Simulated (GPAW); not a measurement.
# Si2Ni (Fm-3m) in GPAW: equation of state

Aim: energy against volume of Si2Ni in PBEsol, for its equilibrium volume and stiffness.

Everything below comes from runs of GPAW 26.7.0. Logs are shortened: lines on timing, memory, paths and dates and some standing lists are left out, and cuts for length are marked. The log counts tension as positive stress, the text compression.

### Step 1. Starting point

The structure is cubic, space group Fm-3m (No. 225). The conventional cell has a = 5.406 Å, b = 5.406 Å, c = 5.406 Å, α = 90.00°, β = 90.00°, γ = 90.00°. Ni (site symmetry m-3m) is surrounded by 8 Si at 2.34 Å. Si (site symmetry -43m) has 4 Ni at 2.34 Å as nearest neighbours.

### Step 2. Equation of state, PBEsol, collinear spin, ferromagnetic start

run.py reads:

```python
from ase import Atoms
from ase.eos import EquationOfState
from ase.io import Trajectory
from ase.units import GPa
from gpaw import GPAW, PW, setup_paths

setup_paths.insert(0, '.')

atoms = Atoms(['Ni', 'Si', 'Si'],
              cell=[[0.0, 2.703, 2.703],
                    [2.703, 0.0, 2.703],
                    [2.703, 2.703, 0.0]],
              scaled_positions=[[0.0, 0.0, 0.0],
                                [0.75, 0.75, 0.75],
                                [0.25, 0.25, 0.25]],
              pbc=True)
atoms.set_initial_magnetic_moments([1.0, 0.0, 0.0])

traj = Trajectory('eos.traj', 'w')
volumes, energies = [], []
for x in [0.94, 0.96, 0.98, 1.0, 1.02, 1.04, 1.06]:
    a = atoms.copy()
    a.set_cell(atoms.cell * x**(1 / 3), scale_atoms=True)
    calc = GPAW(mode=PW(600),
                xc='PBEsol',
                kpts={'size': (9, 9, 9), 'gamma': True},
                occupations={'name': 'fermi-dirac', 'width': 0.05},
                nbands=24,
                convergence={'density': 1e-05, 'energy': 1e-05},
                maxiter=150,
                txt=f'eos-{x:.2f}.txt')
    a.calc = calc
    energies.append(a.get_potential_energy(force_consistent=True))
    volumes.append(a.get_volume())
    p = -a.get_stress()[:3].mean() / GPa
    calc.write(f'eos-{x:.2f}.gpw')
    traj.write(a)
    print(f'{x:.2f} {volumes[-1]:10.4f} A^3 {energies[-1]:14.6f} eV {p:9.3f} GPa', flush=True)

v0, e0, B = EquationOfState(volumes, energies, eos='birchmurnaghan').fit()
print(f'V0 = {v0:.4f} A^3, E0 = {e0:.6f} eV, B0 = {B / GPa:.2f} GPa')
```

Potentials or basis: PAW data sets generated in the run's folder for this functional, pw.

The run is started by

```console
gpaw-setup -f PBEsol Ni Si
OMP_NUM_THREADS=1 python run.py
```

Log:

```text
__  _  _
 | _ |_)|_||  |
 |__||  | ||/\| - 26.7.0

Input parameters:
  mode=PW(ecut=600.0),
  convergence={'density': 1e-05, 'energy': 1e-05},
  kpts=MonkhorstPack(size=(9, 9, 9), gamma=True),
  maxiter=150,
  nbands=24,
  occupations=Occupations(name='fermi-dirac', width=0.05),
  xc=XC(name='PBEsol')

Diagonalizing LCAO Hamiltonian
Converting LCAO to pw mode

                    Si

           Si

       Ni

Atoms  # Å, Bohr magnetons
|   | symbol |        x |        y |        z |    initial magnetic moments |
|---|--------|----------|----------|----------|-----------------------------|
| 0 |     Ni | 0.000000 | 0.000000 | 0.000000 | ( 0.0000,  0.0000,  1.0000) |
| 1 |     Si | 3.971732 | 3.971732 | 3.971732 | ( 0.0000,  0.0000,  0.0000) |
| 2 |     Si | 1.323911 | 1.323911 | 1.323911 | ( 0.0000,  0.0000,  0.0000) |

Unit cell  # Å
| periodic |        x |        y |        z |  lengths |    angles |
|----------|----------|----------|----------|----------|-----------|
|      yes | 0.000000 | 2.647821 | 2.647821 | 3.744585 | 60.000000 |
|      yes | 2.647821 | 0.000000 | 2.647821 | 3.744585 | 60.000000 |
|      yes | 2.647821 | 2.647821 | 0.000000 | 3.744585 | 60.000000 |

Number of symmetries: 48
Symmetry operations  # r_c * U_cc + t_c -> r_c
|    | kind |            matrix            |
|----|------|------------------------------|
|  0 |  σ   |  1, 0, 0,  1, 0,-1,  1,-1, 0 |
|  1 |  C2  |  1, 0, 0,  1,-1, 0,  1, 0,-1 |
|  2 |  E   |  1, 0, 0,  0, 1, 0,  0, 0, 1 |
|  3 |  σ   |  1, 0, 0,  0, 0, 1,  0, 1, 0 |
|  4 |  C4  |  1, 0,-1,  1, 0, 0,  1,-1, 0 |
|  5 |  S6  |  1, 0,-1,  1,-1, 0,  1, 0, 0 |
|  6 |  σ   |  1, 0,-1,  0, 1,-1,  0, 0,-1 |
|  7 |  C3  |  1, 0,-1,  0, 0,-1,  0, 1,-1 |
|  8 |  S6  |  1,-1, 0,  1, 0, 0,  1, 0,-1 |
|  9 |  C4  |  1,-1, 0,  1, 0,-1,  1, 0, 0 |
| 10 |  C3  |  1,-1, 0,  0,-1, 1,  0,-1, 0 |
| 11 |  σ   |  1,-1, 0,  0,-1, 0,  0,-1, 1 |
| 12 |  σ   |  0, 1, 0,  1, 0, 0,  0, 0, 1 |
| 13 |  C4  |  0, 1, 0,  0, 1,-1, -1, 1, 0 |
| 14 |  C3  |  0, 1, 0,  0, 0, 1,  1, 0, 0 |
| 15 |  S6  |  0, 1, 0, -1, 1, 0,  0, 1,-1 |
| 16 |  C2  |  0, 1,-1,  1, 0,-1,  0, 0,-1 |
| 17 |  σ   |  0, 1,-1,  0, 1, 0, -1, 1, 0 |
| 18 |  S4  |  0, 1,-1,  0, 0,-1,  1, 0,-1 |
| 19 |  C4  |  0, 1,-1, -1, 1, 0,  0, 1, 0 |
| 20 |  C3  |  0, 0, 1,  1, 0, 0,  0, 1, 0 |
| 21 |  σ   |  0, 0, 1,  0, 1, 0,  1, 0, 0 |
| 22 |  S6  |  0, 0, 1,  0,-1, 1, -1, 0, 1 |
| 23 |  C4  |  0, 0, 1, -1, 0, 1,  0,-1, 1 |
| 24 |  S4  |  0, 0,-1,  1, 0,-1,  0, 1,-1 |
| 25 |  C3  |  0, 0,-1,  0, 1,-1,  1, 0,-1 |
| 26 |  C2  |  0, 0,-1,  0,-1, 0, -1, 0, 0 |
| 27 |  S6  |  0, 0,-1, -1, 0, 0,  0,-1, 0 |
| 28 |  S4  |  0,-1, 1,  1,-1, 0,  0,-1, 0 |
| 29 |  C4  |  0,-1, 1,  0, 0, 1, -1, 0, 1 |
| 30 |  C2  |  0,-1, 1,  0,-1, 0,  1,-1, 0 |
| 31 |  σ   |  0,-1, 1, -1, 0, 1,  0, 0, 1 |
| 32 |  C3  |  0,-1, 0,  1,-1, 0,  0,-1, 1 |
| 33 |  S6  |  0,-1, 0,  0, 0,-1, -1, 0, 0 |
| 34 |  S4  |  0,-1, 0,  0,-1, 1,  1,-1, 0 |
| 35 |  C2  |  0,-1, 0, -1, 0, 0,  0, 0,-1 |
| 36 |  C2  | -1, 1, 0,  0, 1, 0,  0, 1,-1 |
| 37 |  S6  | -1, 1, 0,  0, 1,-1,  0, 1, 0 |
| 38 |  S4  | -1, 1, 0, -1, 0, 1, -1, 0, 0 |
| 39 |  C3  | -1, 1, 0, -1, 0, 0, -1, 0, 1 |
| 40 |  S6  | -1, 0, 1,  0, 0, 1,  0,-1, 1 |
| 41 |  C2  | -1, 0, 1,  0,-1, 1,  0, 0, 1 |
| 42 |  C3  | -1, 0, 1, -1, 1, 0, -1, 0, 0 |
| 43 |  S4  | -1, 0, 1, -1, 0, 0, -1, 1, 0 |
| 44 |  C2  | -1, 0, 0,  0, 0,-1,  0,-1, 0 |
| 45 |  i   | -1, 0, 0,  0,-1, 0,  0, 0,-1 |
| 46 |  σ   | -1, 0, 0, -1, 1, 0, -1, 0, 1 |
| 47 |  C2  | -1, 0, 0, -1, 0, 1, -1, 1, 0 |

BZ-sampling:
  Number of BZ points: 729
  Number of IBZ points: 35

  Monkhorst-Pack size: [9, 9, 9]
  Monkhorst-Pack shift: [0, 0, 0]

K-points  # in reciprocal-cell coordinates
|     |                                coordinates |     weight |
|-----|--------------------------------------------|------------|
|   0 | (  0.00000000,   0.00000000,   0.00000000) | 0.00137174 |
|   1 | (  0.11111111,   0.11111111,   0.00000000) | 0.00823045 |
|   2 | (  0.11111111,   0.11111111,   0.11111111) | 0.01097394 |
|   3 | (  0.22222222,   0.11111111,   0.11111111) | 0.01646091 |
|   4 | (  0.22222222,   0.22222222,   0.00000000) | 0.00823045 |
|   5 | (  0.22222222,   0.22222222,   0.11111111) | 0.03292181 |
|   6 | (  0.22222222,   0.22222222,   0.22222222) | 0.01097394 |
|   7 | (  0.33333333,   0.22222222,   0.11111111) | 0.03292181 |
|   8 | (  0.33333333,   0.22222222,   0.22222222) | 0.03292181 |
|   9 | (  0.33333333,   0.33333333,  -0.33333333) | 0.01646091 |
| ... |                                            |            |
|  34 | (  0.44444444,   0.44444444,   0.44444444) | 0.01097394 |

Plane wave coefficients: 1261
Cutoff: 600.0 eV

Spin-components: 2 (collinear spins)
Bands:           24
Projectors:      16
Spin-degeneracy: 1
Datatype:        complex128

Parallelization:
  kpt:    1
  domain: 1
  band:   1

Density:
  Valence electrons: 24.0
  Components: 2
  Grid points: [24 24 24]
  Charge: 0.0  # |e|

Potential:
  Grid points: [24 24 24]

species:
  Ni:
    name:    Nickel
    Z:       28.0
    valence: 16
    core:    12
    charge:  0.0  # [|e|]
    compensation charges:
      type: gauss
      rc: 0.36  # [Å]
      lmax: 2
    cutoffs:
      filter: 2.14  # [Å]
      core: 1.98  # [Å]
    projectors
    | kind |    occ | energy [eV] | rcut [Å] |
    |------|--------|-------------|----------|
    |   4s |  2.000 |      -5.661 |    1.164 |
    |   3p |  6.000 |     -71.261 |    1.207 |
    |   4p |  0.000 |      -1.193 |    1.207 |
    |   3d |  8.000 |      -8.901 |    1.138 |
    |    s |        |      21.550 |    1.164 |
    |    d |        |      18.310 |    1.138 |

    Using partial waves for Ni as LCAO basis

  Si:
    name:    Silicon
    Z:       14.0
    valence: 4
    core:    10
    charge:  0.0  # [|e|]
    compensation charges:
      type: gauss
      rc: 0.33  # [Å]
      lmax: 2
    cutoffs:
      filter: 1.86  # [Å]
      core: 2.06  # [Å]
    projectors
    | kind |    occ | energy [eV] | rcut [Å] |
    |------|--------|-------------|----------|
    |   3s |  2.000 |     -10.768 |    1.058 |
    |   3p |  2.000 |      -4.057 |    1.058 |
    |    s |        |      16.444 |    1.058 |
    |    p |        |      23.155 |    1.058 |
    |    d |        |       0.000 |    1.058 |

    Using partial waves for Si as LCAO basis

Reference energy: -57075.982251  # eV

eigensolver:
[... 26 lines left out ...]
convergence criteria:
- Maximum integral of absolute [dens]ity change: 1e-05 electrons / valence electron
- Maximum [total energy] change in last 3 cyles: 1e-05 eV / valence electron
- Maximum integral of absolute [eigenst]ate change: 4e-08 eV^2 / valence electron
maximum number of iterations: 150

SCF iterations
|iter     | |      energy | eigst |  dens |  magmom |
|---------|-|-------------|-------|-------|---------|
|iter:   1| |  -21.050031 | +0.53 |       |  +1.0014|
|iter:   2| |  -20.849392 | -1.99 | -0.94 |  +0.9602|
|iter:   3| |  -20.654396 | -2.34 | -0.99 |  +0.6854|
|iter:   4| |  -20.657388 | -2.24 | -1.22 |  +0.3021|
|iter:   5| |  -20.673854 | -3.51 | -1.79 |  +0.1570|
|iter:   6| |  -20.679945 | -3.70 | -2.09 |  -0.0071|
|iter:   7| |  -20.679968 | -4.75 | -2.52 |  -0.0009|
|iter:   8| |  -20.680082c| -5.33 | -2.83 |  -0.0019|
|iter:   9| |  -20.680084c| -7.00 | -3.60 |  -0.0007|
|iter:  10| |  -20.680085c| -7.93c| -4.00 |  -0.0002|
|iter:  11| |  -20.680085c| -7.57c| -4.67 |  -0.0000|
|iter:  12| |  -20.680085c| -8.47c| -5.17c|  +0.0000|

Converged in 12 steps
Energy contributions relative to reference atoms: (reference = -57075.982251)

Energy contributions:
  Kinetic:          22.199932
  Coulomb:         -15.037160
  Zero:              0.008904
  External:          0.000000
  Xc:              -27.847109
  Entropy:          -0.009303
  Spinorbit:         0.000000
  ----------------------------
  Free energy:     -20.684736
  Extrapolated:    -20.680085

dipole moment: (-11.033820, -11.033820, -11.033820)  # |e|*Ang

Total magnetic moment: (0.000000, 0.000000, 0.000002)

Local magnetic moments
|        x |        y |         z |
|----------|----------|-----------|
| 0.000000 | 0.000000 | -0.000001 |  # Ni   0
| 0.000000 | 0.000000 | -0.000000 |  # Si   1
| 0.000000 | 0.000000 | -0.000000 |  # Si   2

Fermi level: 10.563
Eigenvalues  # (at kpt = [0.000, 0.000, 0.000])
| band index |      eig [eV] | occ [0-1] |      eig [eV] | occ [0-1] |
|------------|---------------|-----------|---------------|-----------|
|          0 |       -54.709 |     1.000 |       -54.709 |     1.000 |
|          1 |       -54.709 |     1.000 |       -54.709 |     1.000 |
|          2 |       -54.709 |     1.000 |       -54.709 |     1.000 |
|          3 |        -4.010 |     1.000 |        -4.010 |     1.000 |
|          4 |         4.835 |     1.000 |         4.835 |     1.000 |
|          5 |         4.835 |     1.000 |         4.835 |     1.000 |
[... 9 lines left out ...]
|         15 |        12.580 |     0.000 |        12.580 |     0.000 |
|         16 |        15.321 |     0.000 |        15.321 |     0.000 |
|        ... |               |           |               |           |
|         23 |        32.097 |     0.000 |        32.097 |     0.000 |

No gap
No difference between direct/indirect transitions

Stress tensor  # eV/Ang^3
|         x |         y |         z |
|-----------|-----------|-----------|
| -0.070117 |  0.000000 |  0.000000 |
|  0.000000 | -0.070117 |  0.000000 |
|  0.000000 |  0.000000 | -0.070117 |

# Writing to eos-0.94.gpw (mode='')
```

It took 12 min on 1 thread of Arm Neoverse N1, shared host; peak memory 0.29 GiB.

Results:

| Item | Value |
| --- | --- |
| Equilibrium volume | 13.20 Å³/atom |
| Bulk modulus | 154 GPa |
| Pressure derivative of the bulk modulus | 3.8 |

Energy against volume, from the lowest point:
```csv
volume (Å³/atom),energy (meV/atom)
12.376,27.38
12.639,12.21
12.902,3.28
13.166,0.00
13.429,1.84
13.692,8.35
13.956,19.09
```

Caveat: the stock nickel data set gives pressures a few GPa off other programs.
